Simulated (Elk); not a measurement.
# Optical response of BeTe

Wanted: where BeTe starts to absorb, how strongly, and its refractive index. The cell comes from an older database entry, whose edges can differ from later determinations, mostly by under a per cent.

Calculated with Elk 11.2.3 (patched build); DFT, LDA, all-electron APW+lo, Dirac cores, scalar-relativistic bands, independent-particle optical response without local fields.

The database entry behind the starting cell differs from later determinations by our own check (an axis about 1.5 % short against later determinations), so it need not match the best structure at ambient conditions.

### 1. Set-up

The structure is cubic, space group F-43m (No. 216). The conventional cell has a = 5.540 Å, b = 5.540 Å, c = 5.540 Å, α = 90.00°, β = 90.00°, γ = 90.00°. Nearest to Te lie 4 Be at 2.40 Å. Be has 4 Te at 2.40 Å nearest. Farther neighbours and most contacts between anions are not listed.

Coordinates:

```cif
data_structure
_symmetry_space_group_name_H-M 'F-43m'
_symmetry_Int_Tables_number 216
_cell_length_a 5.5400
_cell_length_b 5.5400
_cell_length_c 5.5400
_cell_angle_alpha 90.000
_cell_angle_beta 90.000
_cell_angle_gamma 90.000
_cell_volume 170.03
loop_
_atom_site_label
_atom_site_type_symbol
_atom_site_symmetry_multiplicity
_atom_site_Wyckoff_symbol
_atom_site_fract_x
_atom_site_fract_y
_atom_site_fract_z
_atom_site_occupancy
Te1 Te 4 c 0.25000 0.25000 0.25000 1
Be1 Be 4 a 0.00000 0.00000 0.00000 1
```

### 2. Ground state

The self-consistent density comes first; it also tells whether there is a gap, which decides the occupations and the need for a Drude term.

This step: DFT, LDA, all-electron APW+lo, Dirac cores, scalar-relativistic bands, ground state (Elk 11.2.3 (patched build)).

The input, elk.in:

```
tasks
  0
  120

xctype
  3

nempty
  12

lorbcnd
  .true.

rgkmax
  7.0

swidth
  0.0018375

maxscl
  100

epsengy
  1e-05

sppath
  './'

avec
  0.000000000000 5.234541365213 5.234541365213
  5.234541365213 0.000000000000 5.234541365213
  5.234541365213 5.234541365213 0.000000000000

atoms
  2
  'Te.in'
  1
  0.750000000000 0.750000000000 0.750000000000   0.000 0.000 0.000
  'Be.in'
  1
  0.000000000000 0.000000000000 0.000000000000   0.000 0.000 0.000

ngridk
  10 10 10
```

Command:

```
$ OMP_NUM_THREADS=4 elk
```

Numbers of over 12 decimals in the logs are rounded to 6 here.

The log of the run:

```text
┌─────────────────────────┐
│ Elk code version 11.2.3 │
└─────────────────────────┘

All units are atomic (Hartree, Bohr, etc.)

┌─────────────────────────────────────────────────┐
│ Ground-state run starting from atomic densities │
└─────────────────────────────────────────────────┘

Lattice vectors :
   0.000000000       5.234541365       5.234541365
   5.234541365       0.000000000       5.234541365
   5.234541365       5.234541365       0.000000000

Reciprocal lattice vectors :
 -0.6001657900      0.6001657900      0.6001657900
  0.6001657900     -0.6001657900      0.6001657900
  0.6001657900      0.6001657900     -0.6001657900

Unit cell volume      :    286.8572984
Brillouin zone volume :   0.8647164106

Muffin-tin inner radius fraction :   0.1000000000E-01

Nuclei treated as point charges

Species : 1 (Te)
 parameters loaded from : Te.in
 name : tellurium
 nuclear charge    :   -52.00000000
 electronic charge :    52.00000000
 atomic mass :    232600.5708
 muffin-tin radius :    2.600000000
 number of radial points in muffin-tin :    597
 inner part over the whole radius :   0.9992174838E-02
 number on inner part of muffin-tin    :    426
 approximate nuclear radius :   0.8944870508E-04
 number of mesh points to nuclear radius :    215
 atomic positions (lattice), magnetic fields (Cartesian) :
  1 :   0.00000000  0.00000000  0.00000000    0.00000000  0.00000000  0.00000000

Species : 2 (Be)
 parameters loaded from : Be.in
 name : beryllium
 nuclear charge    :   -4.000000000
 electronic charge :    4.000000000
 atomic mass :    16428.20280
 muffin-tin radius :    1.800000000
 number of radial points in muffin-tin :    297
 inner part over the whole radius :   0.9826427374E-02
 number on inner part of muffin-tin    :    202
 approximate nuclear radius :   0.4290726161E-04
 number of mesh points to nuclear radius :     78
 atomic positions (lattice), magnetic fields (Cartesian) :
  1 :   0.25000000  0.25000000  0.25000000    0.00000000  0.00000000  0.00000000

Total number of atoms per unit cell :    2
Total muffin-tin volume :    98.05120111
 ratio of muffin-tin to unit cell volume :   0.3418117707

Spin treatment :
 spin-unpolarised

Number of Bravais lattice symmetries :   48
Number of crystal symmetries         :   24
Crystal has no inversion symmetry
Complex Hermitian eigensolver will be used

k-point grid :     10    10    10
k-point offset :    0.000000000       0.000000000       0.000000000
k-point set is reduced with full crystal symmetry group
Total number of k-points :       73

Muffin-tin radius times maximum |G+k| :    7.000000000
 using average radius
Maximum |G+k| for APW functions       :    3.181818182
Maximum (1/2)|G+k|²                   :    5.061983471
Maximum |G| for potential and density :    12.00000000
Constant for pseudocharge density :    8
 order of it for each species :   15  15
 order of it for pair densities of each species (exact exchange by exxq0 0: 15) :   14   5
Radial integration step length :    1

G-vector grid sizes :     30    30    30
Number of G-vectors :     8363

Maximum angular momentum used for
 APW functions            :    8
 outer part of muffin-tin :    6
 inner part of muffin-tin :    2

Total nuclear charge    :   -56.00000000
Total core charge       :    38.00000000
Total valence charge    :    18.00000000
Total excess charge     :    0.000000000
Total electronic charge :    56.00000000

Effective Wigner radius, rₛ :    1.069374333

Number of empty states         :     24
Total number of valence states :     34
Total number of core states    :     38

Conduction state local-orbitals added automatically
Third-order local-orbitals added for an l without core states : F
Total number of local-orbitals :    117

Exchange-correlation functional :      3     0     0
 Perdew-Wang/Ceperley-Alder, Phys. Rev. B 45, 13244 (1992)
 gradient requirement :    0
 local density approximation (LDA)

Smearing type :    3
 Fermi-Dirac
Smearing width :   0.1837500000E-02
Effective electronic temperature (K) :    580.2366081

Mixing type :    3
 Broyden mixing, J. Phys. A: Math. Gen. 17, L317 (1984)

Kohn-Sham potential initialised from atomic data

┌──────────────────────────────┐
│ Self-consistent loop started │
└──────────────────────────────┘

┌─────────────────┐
│ Loop number : 1 │
└─────────────────┘

Energies :
 Fermi                       :     0.109565
 sum of occupied eigenvalues :     -4137.0733371723
 electron kinetic            :      7193.2142676781
 core electron kinetic       :      7024.0724341682
 Coulomb                     :     -13826.281191214
 Coulomb potential           :     -11097.201077917
 nuclear-nuclear             :     -611.53543631386
 electron-nuclear            :     -15341.261691075
 Hartree                     :      2126.5159361746
 Madelung                    :     -8277.6806522555
 xc potential                :     -233.08652693318
 exchange                    :     -167.95143189019
 correlation                 :     -5.242971
 electron entropic           :    -0.62622455275132E-11
 total energy                :     -6806.2613269130

Density of states at Fermi energy :   0.9385471428E-07
 (states/Hartree/unit cell)

Estimated indirect band gap :   0.6800619744E-01
 from k-point 1 to k-point 41
Estimated direct band gap   :   0.1256200547
 at k-point 1

Charges :
 core                        :    38.00000000
 valence                     :    18.00000000
 interstitial                :    3.011819660
 muffin-tins (core leakage)
  species : 1 (Te)
   atom 1                    :    50.11260993     (  0.4235385836E-03)
  species : 2 (Be)
   atom 1                    :    2.875570407     (  0.1259282348E-02)
 total in muffin-tins        :    52.98818034
 total calculated charge     :    55.99850269
 total charge                :    56.00000000
 error                       :   0.1497314609E-02

┌─────────────────┐
│ Loop number : 2 │
└─────────────────┘

Energies :
 Fermi                       :     0.110566
 sum of occupied eigenvalues :     -4137.0402723261
 electron kinetic            :      7193.1523111531
 core electron kinetic       :      7024.0160961900
 Coulomb                     :     -13826.305444899
 Coulomb potential           :     -11097.182734808
 nuclear-nuclear             :     -611.53543631386
 electron-nuclear            :     -15341.328637657
 Hartree                     :      2126.5586290721
 Madelung                    :     -8277.7140774951
 xc potential                :     -233.00984867158
 exchange                    :     -167.95247868158
 correlation                 :     -5.242993
 electron entropic           :    -0.62469571004314E-11
 total energy                :     -6806.3486053630

Density of states at Fermi energy :   0.9361262541E-07
 (states/Hartree/unit cell)

Estimated indirect band gap :   0.6801667161E-01
 from k-point 1 to k-point 41
Estimated direct band gap   :   0.1257472511
 at k-point 1

Charges :
 core                        :    38.00000000
 valence                     :    18.00000000
 interstitial                :    3.011659080
 muffin-tins (core leakage)
  species : 1 (Te)
   atom 1                    :    50.11459932     (  0.4233101829E-03)
  species : 2 (Be)
   atom 1                    :    2.873741596     (  0.1259403061E-02)
 total in muffin-tins        :    52.98834092
 total calculated charge     :    55.99850166
 total charge                :    56.00000000
 error                       :   0.1498341983E-02

RMS change in Kohn-Sham potential (target) :   0.7290176311E-01 (  0.1000000000E-05)
Absolute change in total energy (target)   :   0.8727845007E-01 (  0.1000000000E-04)

[... 12 loops left out ...]

┌──────────────────┐
│ Loop number : 15 │
└──────────────────┘

Energies :
 Fermi                       :     0.221092
 sum of occupied eigenvalues :     -4131.7127243057
 electron kinetic            :      7194.5253765080
 core electron kinetic       :      7024.4125044413
 Coulomb                     :     -13827.219328059
 Coulomb potential           :     -11096.515436043
 nuclear-nuclear             :     -611.53543631386
 electron-nuclear            :     -15343.870994852
 Hartree                     :      2128.1871031073
 Madelung                    :     -8278.9616100373
 xc potential                :     -229.72266477054
 exchange                    :     -167.98922327135
 correlation                 :     -5.243495
 electron entropic           :    -0.11119015088744E-10
 total energy                :     -6805.9266695073

Density of states at Fermi energy :   0.1709851876E-06
 (states/Hartree/unit cell)

Estimated indirect band gap :   0.6505166616E-01
 from k-point 1 to k-point 41
Estimated direct band gap   :   0.1315465909
 at k-point 1

Charges :
 core                        :    38.00000000
 valence                     :    18.00000000
 interstitial                :    3.031660957
 muffin-tins (core leakage)
  species : 1 (Te)
   atom 1                    :    50.19275324     (  0.4104164126E-03)
  species : 2 (Be)
   atom 1                    :    2.775585799     (  0.1235198137E-02)
 total in muffin-tins        :    52.96833904
 total calculated charge     :    55.99847813
 total charge                :    56.00000000
 error                       :   0.1521865236E-02

RMS change in Kohn-Sham potential (target) :   0.1238570197E-07 (  0.1000000000E-05)
Absolute change in total energy (target)   :   0.4211312444E-05 (  0.1000000000E-04)

Convergence targets achieved

┌──────────────────┐
│ Loop number : 16 │
└──────────────────┘

Energies :
 Fermi                       :     0.221092
 sum of occupied eigenvalues :     -4131.7127244234
 electron kinetic            :      7194.5253759535
 core electron kinetic       :      7024.4125041118
 Coulomb                     :     -13827.219327878
 Coulomb potential           :     -11096.515435820
 nuclear-nuclear             :     -611.53543631386
 electron-nuclear            :     -15343.870994717
 Hartree                     :      2128.1871031522
 Madelung                    :     -8278.9616099680
 xc potential                :     -229.72266455648
 exchange                    :     -167.98922327163
 correlation                 :     -5.243495
 electron entropic           :    -0.11118985213346E-10
 total energy                :     -6805.9266698820

Density of states at Fermi energy :   0.1709846993E-06
 (states/Hartree/unit cell)

Estimated indirect band gap :   0.6505167423E-01
 from k-point 1 to k-point 41
Estimated direct band gap   :   0.1315465929
 at k-point 1

Charges :
 core                        :    38.00000000
 valence                     :    18.00000000
 interstitial                :    3.031660910
 muffin-tins (core leakage)
  species : 1 (Te)
   atom 1                    :    50.19275328     (  0.4104164091E-03)
  species : 2 (Be)
   atom 1                    :    2.775585814     (  0.1235198137E-02)
 total in muffin-tins        :    52.96833909
 total calculated charge     :    55.99847813
 total charge                :    56.00000000
 error                       :   0.1521865189E-02

┌──────────────────────────────┐
│ Self-consistent loop stopped │
└──────────────────────────────┘

Warning : core states of species 1 leak from the muffin-tin :   0.4104164091E-03

Warning : core states of species 2 leak from the muffin-tin :   0.1235198137E-02

Wrote STATE.OUT
```

The job ended after 14 s (4 threads of Arm Neoverse V1, shared host; peak memory 0.08 GiB).

This step gave:

| Quantity | Value |
| --- | --- |
| total energy | -6806 Ha |
| Fermi energy | 6.016 eV |
| DOS at the Fermi level | 6.28e-9 states/eV/cell |
| gap on the k-mesh | 1.770 eV |
| direct gap on the mesh | 3.580 eV |

There is a gap, 1.77 eV on this mesh (points off the mesh can give less), so no carriers' term is needed.

### 3. Independent particles

With the density converged, the vertical transitions are summed over the zone.

This step: DFT, LDA, all-electron APW+lo, Dirac cores, scalar-relativistic bands, independent-particle optical response without local fields (Elk 11.2.3 (patched build)).

Changes to elk.in since step 2:

```diff
@@ -1,4 +1,6 @@
 tasks
-  0
-  120
+  121
+
+optcomp
+  1 1
 
@@ -17,9 +19,7 @@
 swidth
-  0.0018375
+  0.0055124
 
-maxscl
-  100
-
-epsengy
-  1e-05
+wplot
+  400 100 0
+  0.0 0.58799
```

Command:

```
$ OMP_NUM_THREADS=4 elk
```

The log of the run:

```text
┌─────────────────────────────────┐
│ Elk code version 11.2.3 started │
└─────────────────────────────────┘

┌────────────────────┐
│ Current task : 121 │
└────────────────────┘

Info(findsymcrys): atomic basis shift (lattice) :
  0.2500000000      0.2500000000      0.2500000000
See GEOMETRY.OUT for new atomic positions

Info(dielectric):
 dielectric tensor written to EPSILON_ij.OUT
 optical conductivity written to SIGMA_ij.OUT
 for components
  i = 1, j = 1

┌──────────────────┐
│ Elk code stopped │
└──────────────────┘
```

Elapsed: 1.2 s, on 4 threads; peak memory 0.04 GiB.

Read-outs, printed or worked out from the files:

```
electronic dielectric constant ε∞, mean over x, y and z (by symmetry where fewer were run) : 8.146
main peak of Im epsilon, first axis                                                        : 5.000 eV
```

The Im ε, E ∥ x has structure finer than the step of the table below, so its rows give means over 0.5 eV, whole bins alone (the curve runs from 0 to 16.0 eV). Peaks (eV: height): 5.00: 29.2, 5.96: 19.2.

Values under the direct gap are tails of Lorentzian lines. The Im ε, E ∥ x by photon energy; means over each step:

photon energy (eV), Im ε, E ∥ x and a bar:
```
      0.5        0.0 
      1.0        0.1 
      1.5        0.1 
      2.0        0.2 
      2.5        0.4 
      3.0        0.7 #
      3.5        2.5 ###
      4.0        8.7 ###########
      4.5       14.2 ##################
      5.0       23.7 ##############################
      5.5       15.3 ###################
      6.0       16.6 #####################
      6.5       10.0 #############
      7.0        4.7 ######
      7.5        3.6 #####
      8.0        4.2 #####
      8.5        3.5 ####
      9.0        2.6 ###
      9.5        1.5 ##
     10.0        1.6 ##
     10.5        1.5 ##
     11.0        1.3 ##
     11.5        1.2 #
     12.0        0.9 #
     12.5        0.8 #
     13.0        0.6 #
     13.5        0.7 #
     14.0        0.6 #
     14.5        0.5 #
     15.0        0.4 #
     15.5        0.5 #
```

The Re ε, E ∥ x by photon energy:

```csv
photon energy (eV),"Re ε, E ∥ x"
0.0,8.15
0.5,8.21
1.0,8.41
1.5,8.78
2.0,9.39
2.5,10.4
3.0,12.0
3.5,15.4
4.0,17.7
4.5,15.5
5.0,5.28
5.5,2.60
6.0,-5.01
6.5,-8.25
7.0,-6.32
7.5,-3.56
8.0,-2.01
8.5,-3.03
9.0,-3.73
9.5,-2.23
10.0,-1.96
10.5,-1.76
11.0,-1.36
11.5,-1.23
12.0,-1.13
12.5,-0.963
13.0,-0.762
13.5,-0.430
14.0,-0.521
14.5,-0.487
15.0,-0.310
15.5,-0.277
```

Refractive index n and extinction k against photon energy:

```csv
photon energy (eV),n,k
0,2.85,0
1,2.90,0.0145
2,3.06,0.0371
3,3.47,0.101
4,4.35,1.09
5,4.18,3.49
6,2.69,3.50
7,0.846,2.65
8,1.20,1.86
9,0.653,2.04
10,0.552,1.50
11,0.524,1.28
12,0.386,1.13
13,0.331,0.933
14,0.374,0.813
15,0.315,0.640
```

The reflectivity at normal incidence, E ∥ x has structure finer than the step of the table below, so its rows give means over 0.5 eV, whole bins alone (the curve runs from 0 to 16.0 eV). Peaks (eV: height): 5.12: 59.4, 6.84: 68.7, 8.36: 56.9, 9.24: 66.9, 10.68: 54.2, 11.96: 52.2, 13.84: 44.6.

Table of reflectivity at normal incidence, E ∥ x by photon energy; means over each step:

```csv
photon energy (eV),"reflectivity at normal incidence, E ∥ x (%)"
0.5,23.3
1.0,23.8
1.5,24.6
2.0,25.8
2.5,27.7
3.0,30.6
3.5,35.7
4.0,40.8
4.5,44.2
5.0,55.2
5.5,48.5
6.0,57.1
6.5,63.8
7.0,66.8
7.5,56.1
8.0,46.8
8.5,53.7
9.0,61.4
9.5,59.4
10.0,51.9
10.5,50.9
11.0,48.2
11.5,48.1
12.0,50.1
12.5,49.5
13.0,48.3
13.5,38.5
14.0,41.9
14.5,41.7
15.0,39.1
15.5,33.8
```

The loss function −Im 1/ε at q → 0, E ∥ x has structure finer than the step of the table below, so its rows give means over 0.5 eV, whole bins alone (the curve runs from 0 to 16.0 eV). Peaks (eV: height): 13.48: 1.04, 15.16: 1.80, 15.76: 1.79.

Values under the direct gap are tails of Lorentzian lines. The loss function −Im 1/ε at q → 0, E ∥ x by energy loss; means over each step:

```csv
energy loss (eV),"loss function −Im 1/ε at q → 0, E ∥ x"
0.5,5.9e-4
1.0,0.00119
1.5,0.00185
2.0,0.00258
2.5,0.00350
3.0,0.00490
3.5,0.00964
4.0,0.0229
4.5,0.0309
5.0,0.0379
5.5,0.0651
6.0,0.0543
6.5,0.0599
7.0,0.0774
7.5,0.138
8.0,0.172
8.5,0.155
9.0,0.134
9.5,0.203
10.0,0.264
10.5,0.296
11.0,0.366
11.5,0.392
12.0,0.436
12.5,0.514
13.0,0.667
13.5,0.894
14.0,0.918
14.5,1.06
15.0,1.52
15.5,1.64
```

Optical constants at common wavelengths, from n + ik = √ε:

```csv
wavelength (nm),n,k,R (%),1/α
1550,2.88,0.011,23.5,11 µm
633,3.05,0.036,25.7,1.4 µm
532,3.16,0.050,26.9,854 nm
450,3.33,0.075,29.0,476 nm
365,3.82,0.207,34.3,140 nm
308,4.31,1.139,41.6,22 nm
193,1.71,3.265,62.0,4.7 nm
```

Below the direct gap, k and the depth come from the tails of the Lorentzian lines, not from transitions.

Rows near the edge hang on the gap, which this functional as a rule makes too small, and phonon-assisted absorption is left out.

### 4. Results

* electronic dielectric constant ε∞, mean over x, y and z (by symmetry where fewer were run) (independent particles): 8.15
* main peak of Im epsilon, first axis: 5.00 eV

At this level (LDA, independent particles) BeTe has ε∞ = 8.15 and n = 2.88 at 1550 nm, and Im ε peaks at 5.0 eV. On the mesh the gap is 1.77 eV and the least direct gap 3.58 eV, so on this mesh the band edges lie at different points. Distinct maxima of Im ε, read by a parabola through the highest points, lie at 5.00 eV (29), 5.96 eV (19) and 8.11 eV (5.0). Excitons and phonon-assisted transitions are missing, and so are local fields; LDA gaps are as a rule too small, which pulls the onset down and ε∞ up. Spin-orbit coupling is left out although heavy atoms are present. The sum runs over mesh points, so small or evenly spaced maxima can still be ripples of the mesh.

[Machine, clock and banner lines and Python warnings are left out of the logs.]

[Logs are printed without paths, hosts, clocks, repeated set-up lines and the standing remarks that a program may print on its own settings, such as how far it seeks lower states.]

[Hosts, paths, dates, database ids (printed as entryN), source tags and the programs' standing remarks are cut or masked in the printed files.]
